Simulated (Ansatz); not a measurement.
# Molecular dynamics of Re12H

input.yaml

```yaml
accuracy: low
crystal:
  lattice:
    - [5.52, 0.0, 0.0]
    - [-4.14, 7.17069, 0.0]
    - [0.0, 0.0, 4.4574]
  atoms:
    - { symbol: Re, position: [-0.01653254, 0.0057747, -0.01376352] }
    - { symbol: Re, position: [0.16557591, 0.21374741, 0.50046062] }
    - { symbol: Re, position: [-0.03843086, 0.32438178, -0.00824851] }
    - { symbol: Re, position: [0.18120575, 0.55532548, 0.52729919] }
    - { symbol: Re, position: [-0.00396672, 0.67923202, 0.00103397] }
    - { symbol: Re, position: [0.1561765, 0.88141084, 0.5036786] }
    - { symbol: Re, position: [0.49676588, 0.00560885, -0.00994105] }
    - { symbol: Re, position: [0.67177447, 0.23127091, 0.49481553] }
    - { symbol: Re, position: [0.49176222, 0.33047645, -0.01787206] }
    - { symbol: Re, position: [0.66568429, 0.56159517, 0.50984967] }
    - { symbol: Re, position: [0.52766668, 0.66399102, -0.00516169] }
    - { symbol: Re, position: [0.66615809, 0.89761214, 0.50193034] }
    - { symbol: H, position: [0.20402779, 0.58268183, 0.13147484] }
basis:
  ecutwfc: 420.0
kpoints:
  mp_grid: { grid: [3, 2, 3] }
hamiltonian:
  xc: pbe
scf:
  occupations: { method: fermi_dirac, width: 0.05 }
  lower_state_search: "off"
md:
  timestep: 0.75
  n_steps: 300
  ensemble: nvt_langevin
  temperature: 840.0
  initial_velocities: maxwell_boltzmann
  seed: 834018
  friction: 0.05
```

Run as:

```bash
$ ansatz run input.yaml --threads 2 --pin off --max-ram 5120MiB --backend cpu --events-out ev --progress --plain --runs-dir out
```

It goes on from the last frame of an earlier run, with new velocities.

Output, in part (step lines):

```
md step     0: t =     0.00 fs  T =   775.4 K  F+E_penalty+E_count = -130431.64581867 eV  E_kin = 1.302941 eV  (7 SCF iters)
md step     1: t =     0.75 fs  T =   902.7 K  F+E_penalty+E_count = -130431.58058317 eV  E_kin = 1.516812 eV  (6 SCF iters)
md step     2: t =     1.50 fs  T =   995.2 K  F+E_penalty+E_count = -130431.51332515 eV  E_kin = 1.672358 eV  (6 SCF iters)
md step     3: t =     2.25 fs  T =   977.3 K  F+E_penalty+E_count = -130431.45017256 eV  E_kin = 1.642210 eV  (6 SCF iters)
md step     4: t =     3.00 fs  T =  1023.8 K  F+E_penalty+E_count = -130431.43133660 eV  E_kin = 1.720336 eV  (6 SCF iters)
md step     5: t =     3.75 fs  T =   955.9 K  F+E_penalty+E_count = -130431.47037375 eV  E_kin = 1.606210 eV  (4 SCF iters)
md step     6: t =     4.50 fs  T =   995.4 K  F+E_penalty+E_count = -130431.54567116 eV  E_kin = 1.672710 eV  (5 SCF iters)
md step     7: t =     5.25 fs  T =  1124.4 K  F+E_penalty+E_count = -130431.63003519 eV  E_kin = 1.889491 eV  (5 SCF iters)
[... lines left out ...]
md step   298: t =   223.50 fs  T =   570.2 K  F+E_penalty+E_count = -130431.19179882 eV  E_kin = 0.958139 eV  (4 SCF iters)
md step   299: t =   224.25 fs  T =   675.6 K  F+E_penalty+E_count = -130431.21593491 eV  E_kin = 1.135268 eV  (5 SCF iters)
md step   300: t =   225.00 fs  T =   686.9 K  F+E_penalty+E_count = -130431.24974261 eV  E_kin = 1.154311 eV  (6 SCF iters)
```

The steps, from the saved trajectory:

| time (fs) | T (K) | potential energy less start (eV) |
| --- | --- | --- |
| 0.0 | 775 | 0.000 |
| 7.5 | 1257 | -0.049 |
| 15.0 | 1032 | 0.212 |
| 22.5 | 946 | 0.145 |
| 30.0 | 782 | 0.189 |
| 37.5 | 892 | 0.220 |
| 45.0 | 913 | 0.131 |
| 52.5 | 858 | 0.164 |
| 60.0 | 430 | 0.274 |
| 67.5 | 766 | 0.436 |
| 75.0 | 855 | 0.513 |
| 82.5 | 744 | 0.775 |
| 90.0 | 781 | 0.969 |
| 97.5 | 870 | 1.034 |
| 105.0 | 905 | 0.974 |
| 112.5 | 1025 | 1.140 |
| 120.0 | 1131 | 0.891 |
| 127.5 | 970 | 0.859 |
| 135.0 | 847 | 0.796 |
| 142.5 | 790 | 0.507 |
| 150.0 | 805 | 0.456 |
| 157.5 | 703 | 0.498 |
| 165.0 | 474 | 0.643 |
| 172.5 | 641 | 0.568 |
| 180.0 | 705 | 0.462 |
| 187.5 | 818 | 0.502 |
| 195.0 | 521 | 0.628 |
| 202.5 | 693 | 0.633 |
| 210.0 | 725 | 0.638 |
| 217.5 | 613 | 0.584 |
| 225.0 | 687 | 0.396 |

The run went to its last step. The mean temperature of the second half is 10 % below the set value. A run of 0.23 ps of so small a system gives no equilibrium averages. Limits of this set-up: coarse k mesh, odd electron count without spin, low accuracy level.

Mean squared displacements from the first frame to the last, about the centre of mass: Re 0.01 Å², H 0.03 Å².

Last frame:

```xyz
13
Lattice="5.5200 0.0000 0.0000 -4.1400 7.1707 0.0000 0.0000 0.0000 4.4574" Properties=species:S:1:pos:R:3
Re -0.112 -0.036 -0.113
Re -0.018 1.556 2.181
Re -1.542 2.296 -0.085
Re -1.373 3.840 2.307
Re -2.851 4.738 -0.131
Re -2.848 6.278 2.204
Re 2.588 -0.162 -0.141
Re 2.734 1.369 2.160
Re 1.183 2.279 -0.093
Re 1.402 4.069 2.104
Re 0.067 4.806 -0.066
Re -0.057 6.392 2.185
H -1.400 4.061 0.660
```

Run time: 34 min on 2 threads of Arm Neoverse V1, on a shared host, peak memory 0.63 GiB.
